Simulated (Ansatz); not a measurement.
# FePt: the cost of one run

Method: DFT PBE, scalar-relativistic, plane waves, PAW, in Ansatz 0.2.0.

### Step 1. The structure to begin with

It takes space group P4/mmm (No. 123, tetragonal). Conventional cell: a = 2.729 Å, b = 2.729 Å, c = 3.765 Å, α = 90.00°, β = 90.00°, γ = 90.00°. Fe (site symmetry 4/mmm) has 8 Pt at 2.70 Å and 4 Fe at 2.73 Å as nearest neighbours. Around Pt (site symmetry 4/mmm) lie 8 Fe at 2.70 Å and 4 Pt at 2.73 Å.

Structure file:

```
Fe Pt
1.0
     2.72910    0.00000    0.00000
     0.00000    2.72910    0.00000
     0.00000    0.00000    3.76523
Fe Pt
1 1
Direct
  0.00000 0.00000 0.00000
  0.50000 0.50000 0.50000
```

It is the end of an earlier relaxation with the same method, from a generated guess; it is a trial structure. At a tolerance of 0.05 Å it has space group P4/mmm (No. 123); it has 14.02 Å³/atom, an uncorrected energy of -0.23 eV/atom over the elements.

### Step 2. Electronic structure at the relaxed geometry

The input, input.yaml:

```yaml
crystal:
  lattice:
    - [2.7291003485, 0.0, 0.0]
    - [0.0, 2.7291003485, 0.0]
    - [0.0, 0.0, 3.7652277575]
  atoms:
    - { symbol: Fe, position: [0.0, 0.0, 0.0], spin: 3.28 }
    - { symbol: Pt, position: [0.5, 0.5, 0.5], spin: 0.42 }
basis:
  ecutwfc: 420
kpoints:
  mp_grid: { grid: [20, 20, 14] }
  band_path:
    path:
      - [[0.0, 0.0, 0.0], [0.0, 0.5, 0.0], [0.5, 0.5, 0.0], [0.0, 0.0, 0.0], [0.0, 0.0, 0.5], [0.0, 0.5, 0.5], [0.5, 0.5, 0.5], [0.0, 0.0, 0.5]]
      - [[0.0, 0.5, 0.0], [0.0, 0.5, 0.5]]
      - [[0.5, 0.5, 0.0], [0.5, 0.5, 0.5]]
    npoints: 14
hamiltonian:
  xc: pbe
scf:
  occupations: { method: gaussian, width: 0.1 }
  n_extra_bands: 6
output:
  forces: true
  stress: true
  eigenvalues: true
  populations: true
  dos: { projected: true, de: 0.02, nscf_kmesh: { grid: [24, 24, 17] } }
  bader: true
  write_density: true
  write_potential: true
  elf: true
  volumetric_format: npy
magnetization:
  spin_polarized: true
checkpoint:
  read: start.run
  write: ck
  compress: false
  write_wavefunctions: false
  write_every: 100000
```

Run with:

```
> ansatz run input.yaml --threads 1 --pin off --max-ram 2560MiB --backend cpu --events-out ev --progress --plain --runs-dir out
```

Q: Estimate wall time and peak memory on 1 thread of Intel Xeon Platinum 8488C (Sapphire Rapids), shared host.

About 53 s, with a peak of 0.78 GiB.
